**SnO: hand rules for the band edges on a 7×7×7 mesh**

The table holds Kohn–Sham levels of tetragonal SnO at seven k-points, in eV from the valence top, from one OpenMX PBE run without spin–orbit coupling at an unrelaxed geometry. The program fits the highest filled level in the plane with −Wv sin⁴(πq), compared with sin² and a free exponent, and passes E_M + Wc cos²(πa) and a parabola through two diagonal points of the lowest empty level. The sin⁴ form (Wv = 2.14 eV) has an rms error of 0.12 eV over five rows, 0.19 eV when each row is left out, against 0.27 eV for sin². The cos² form meets the third diagonal point to 0.08 eV but fails near X, at Γ and along c. The two empty levels, which must meet at M, extrapolate to 0.11 and 0.33 eV, so the indirect gap is known only to be no larger than the mesh value of 0.288 eV.

Kohn–Sham levels of SnO (P4/nmm, 4-atom cell, geometry as given), computed with OpenMX 3.8.5 using PBE, the OpenMX 2013 PBE pseudopotentials and the standard atomic-orbital basis, without spin polarisation or spin–orbit coupling. The 7×7×7 k mesh is centred on Γ, with Fermi–Dirac smearing of 0.05 eV. Energies are counted from the valence top.

## Script

```python
# Table: SnO (P4/nmm) Kohn-Sham levels in eV from the valence top at points of a 7x7x7 mesh, OpenMX, PBE, no spin-orbit.
# Tested: top filled level = -Wv sin^4(pi q) in plane (against sin^2); lowest empty level = E_M + Wc cos^2(pi a) on Gamma-M (against a parabola).
T = {
    'point_a': [-0.4286, -0.4286, -0.2857, -0.2857, -0.1429, 0.0, 0.0],  # reciprocal cell vector
    'point_b': [-0.4286, 0.0, -0.2857, 0.0, -0.1429, 0.0, 0.0],  # reciprocal cell vector
    'point_c': [0.0, 0.0, 0.0, 0.0, 0.0, -0.4286, 0.0],  # reciprocal cell vector
    'level_point': [1, 2, 3, 4, 5, 6, 7],  # row
    'level_under_3': [-2.51, -4.572, -3.887, -3.89, -3.949, -3.181, -3.158],  # eV
    'level_under_2': [-2.399, -3.21, -2.683, -3.609, -2.94, -3.181, -3.158],  # eV
    'level_under_1': [-1.764, -2.078, -0.935, -0.743, -0.089, -1.943, 0.0],  # eV
    'level_over_1': [0.288, 2.948, 1.526, 2.767, 2.992, 1.484, 1.916],  # eV
    'level_over_2': [0.624, 3.32, 2.612, 3.521, 3.271, 3.003, 4.136],  # eV
}
import numpy as np
from scipy.optimize import curve_fit
from scipy.constants import hbar, m_e, e
a, b, c = [np.abs(np.round(7*np.array(T[k])))/7 for k in ('point_a', 'point_b', 'point_c')]
u3, u2, u1, o1, o2 = [np.array(T['level_'+k], float) for k in ('under_3', 'under_2', 'under_1', 'over_1', 'over_2')]
R = {int(r): i for i, r in enumerate(T['level_point'])}
a0, c0 = 3.814, 4.887  # cell edges in Angstrom, from the outputs of the same run
pi = np.pi
h2m = hbar**2/(2*m_e*e)*1e20
rms = lambda x: np.sqrt(np.mean(x**2))
print("table rounding 0.0005 eV; residual = rule - table; all energies in eV")
print("free-electron energy at X %.2f, Z %.2f, M %.2f" % (h2m*(pi/a0)**2, h2m*(pi/c0)**2, 2*h2m*(pi/a0)**2))
rows = [1, 2, 3, 4, 5]
ip = np.array([R[r] for r in rows])
s = np.sin(pi*np.maximum(a, b))
y = u1[ip]
fit = lambda x, v: -np.dot(x, v)/np.dot(x, x)
x4, x2 = s[ip]**4, s[ip]**2
W4, W2 = fit(x4, y), fit(x2, y)
print("TOP FILLED LEVEL, in-plane rows: Wv(sin^4) %.3f, Wv(sin^2) %.3f" % (W4, W2))
loo = np.array([-fit(np.delete(x4, j), np.delete(y, j))*x4[j]-y[j] for j in range(5)])
for j, r in enumerate(rows):
    print(" row %d table %.3f | sin^4 factor %.4f rule %.3f res %+.3f, row left out %+.3f | sin^2 rule %.3f res %+.3f"
          % (r, y[j], x4[j], -W4*x4[j], -W4*x4[j]-y[j], loo[j], -W2*x2[j], -W2*x2[j]-y[j]))
r4, r2 = -W4*x4-y, -W2*x2-y
print(" rms: sin^4 %.3f (row left out %.3f, worst row %d), sin^2 %.3f (worst row %d)"
      % (rms(r4), rms(loo), rows[np.argmax(abs(r4))], rms(r2), rows[np.argmax(abs(r2))]))
(Wn, n), _ = curve_fit(lambda t, W, p: -W*t**p, s[ip], y, p0=[2, 3])
print(" free exponent: n %.2f, W %.3f, rms %.3f" % (n, Wn, rms(-Wn*s[ip]**n-y)))
i6, i7 = R[6], R[7]
sz = np.sin(pi*c[i6])
print(" row 6 (along c, not fitted) table %.3f; in-plane sin^4 rule gives %.3f" % (u1[i6], -W4*sz**4))
print(" row 6 alone needs W %.3f (sin^2) or %.3f (sin^4)" % (-u1[i6]/sz**2, -u1[i6]/sz**4))
print(" Gamma to row 6: top level %+.3f, degenerate pair %+.3f and %+.3f, lowest empty %+.3f"
      % (u1[i6]-u1[i7], u2[i6]-u2[i7], u3[i6]-u3[i7], o1[i6]-o1[i7]))
i1, i3, i5 = R[1], R[3], R[5]
def two(f, v):
    w = (v[i3]-v[i1])/(f[i3]-f[i1])
    return v[i1]-w*f[i1], w
fc = (2+np.cos(2*pi*a)+np.cos(2*pi*b))/4  # equals cos^2(pi a) on the diagonal
fp = ((0.5-a)**2+(0.5-b)**2)/2
EM, Wc = two(fc, o1)
EP, al = two(fp, o1)
print("LOWEST EMPTY LEVEL, set on rows 1 and 3: cos^2 E_M %.3f Wc %.3f; parabola E_M %.3f slope %.2f" % (EM, Wc, EP, al))
for r in sorted(R):
    i = R[r]
    print(" row %d table %.3f (next %.3f) | factor %.4f cos^2 rule %.3f res %+.3f | parabola %.3f res %+.3f"
          % (r, o1[i], o2[i], fc[i], EM+Wc*fc[i], EM+Wc*fc[i]-o1[i], EP+al*fp[i], EP+al*fp[i]-o1[i]))
E2 = two(fc, o2)[0]
print(" second empty level taken to M by cos^2: %.3f; mismatch with first %.3f; mean %.3f" % (E2, E2-EM, (E2+EM)/2))
print(" mesh gap %.3f; drop from row 1 to M: cos^2 %.3f, parabola %.3f" % (o1.min()-u1.max(), o1[i1]-EM, o1[i1]-EP))
print(" rough mass from Wc along the diagonal %.2f m_e" % (8*h2m/(Wc*a0**2)))
print("VERTICAL GAP, both rules on the diagonal")
for r in (1, 3, 5):
    i = R[r]
    g = EM+Wc*fc[i]+W4*s[i]**4
    print(" row %d table %.3f rule %.3f res %+.3f" % (r, o1[i]-u1[i], g, g-o1[i]+u1[i]))
print(" table only: " + ", ".join("row %d %.3f" % (r, o1[R[r]]-u1[R[r]]) for r in (2, 4, 6, 7)))
print("PAIR SPLITTINGS, farther from then nearer to the zone face")
for p, q, lab in ((4, 2, 'X'), (3, 1, 'M')):
    print(" towards %s rows %d, %d: top filled pair %.3f, %.3f; empty pair %.3f, %.3f"
          % (lab, p, q, (u1-u2)[R[p]], (u1-u2)[R[q]], (o2-o1)[R[p]], (o2-o1)[R[q]]))
assert np.argmax(u1) == i7 and np.argmin(o1) == i1
assert o1[i5] > o1[i3] > o1[i1] > EM > 0
assert rms(r4) < rms(r2) and 3 < n < 5
assert (o2-o1)[i1] < (o2-o1)[i3] and (u1-u2)[R[2]] < (u1-u2)[R[4]]
```

Output:

```
table rounding 0.0005 eV; residual = rule - table; all energies in eV
free-electron energy at X 2.59, Z 1.57, M 5.17
TOP FILLED LEVEL, in-plane rows: Wv(sin^4) 2.144, Wv(sin^2) 1.813
 row 1 table -1.764 | sin^4 factor 0.9034 rule -1.937 res -0.173, row left out -0.302 | sin^2 rule -1.723 res +0.041
 row 2 table -2.078 | sin^4 factor 0.9034 rule -1.937 res +0.141, row left out +0.246 | sin^2 rule -1.723 res +0.355
 row 3 table -0.935 | sin^4 factor 0.3736 rule -0.801 res +0.134, row left out +0.144 | sin^2 rule -1.108 res -0.173
 row 4 table -0.743 | sin^4 factor 0.3736 rule -0.801 res -0.058, row left out -0.063 | sin^2 rule -1.108 res -0.365
 row 5 table -0.089 | sin^4 factor 0.0354 rule -0.076 res +0.013, row left out +0.013 | sin^2 rule -0.341 res -0.252
 rms: sin^4 0.119 (row left out 0.188, worst row 1), sin^2 0.266 (worst row 4)
 free exponent: n 3.76, W 2.113, rms 0.116
 row 6 (along c, not fitted) table -1.943; in-plane sin^4 rule gives -1.937
 row 6 alone needs W 2.044 (sin^2) or 2.151 (sin^4)
 Gamma to row 6: top level -1.943, degenerate pair -0.023 and -0.023, lowest empty -0.432
LOWEST EMPTY LEVEL, set on rows 1 and 3: cos^2 E_M 0.107 Wc 3.650; parabola E_M 0.133 slope 30.33
 row 1 table 0.288 (next 0.624) | factor 0.0495 cos^2 rule 0.288 res +0.000 | parabola 0.288 res +0.000
 row 2 table 2.948 (next 3.320) | factor 0.5248 cos^2 rule 2.022 res -0.926 | parabola 4.002 res +1.054
 row 3 table 1.526 (next 2.612) | factor 0.3887 cos^2 rule 1.526 res +0.000 | parabola 1.526 res +0.000
 row 4 table 2.767 (next 3.521) | factor 0.6944 cos^2 rule 2.641 res -0.126 | parabola 4.621 res +1.854
 row 5 table 2.992 (next 3.271) | factor 0.8117 cos^2 rule 3.070 res +0.078 | parabola 4.002 res +1.010
 row 6 table 1.484 (next 3.003) | factor 1.0000 cos^2 rule 3.757 res +2.273 | parabola 7.716 res +6.232
 row 7 table 1.916 (next 4.136) | factor 1.0000 cos^2 rule 3.757 res +1.841 | parabola 7.716 res +5.800
 second empty level taken to M by cos^2: 0.334; mismatch with first 0.227; mean 0.221
 mesh gap 0.288; drop from row 1 to M: cos^2 0.181, parabola 0.155
 rough mass from Wc along the diagonal 0.57 m_e
VERTICAL GAP, both rules on the diagonal
 row 1 table 2.052 rule 2.225 res +0.173
 row 3 table 2.461 rule 2.327 res -0.134
 row 5 table 3.081 rule 3.146 res +0.065
 table only: row 2 5.026, row 4 3.510, row 6 3.427, row 7 1.916
PAIR SPLITTINGS, farther from then nearer to the zone face
 towards X rows 4, 2: top filled pair 2.866, 1.132; empty pair 0.754, 0.372
 towards M rows 3, 1: top filled pair 1.748, 0.635; empty pair 1.086, 0.336
```
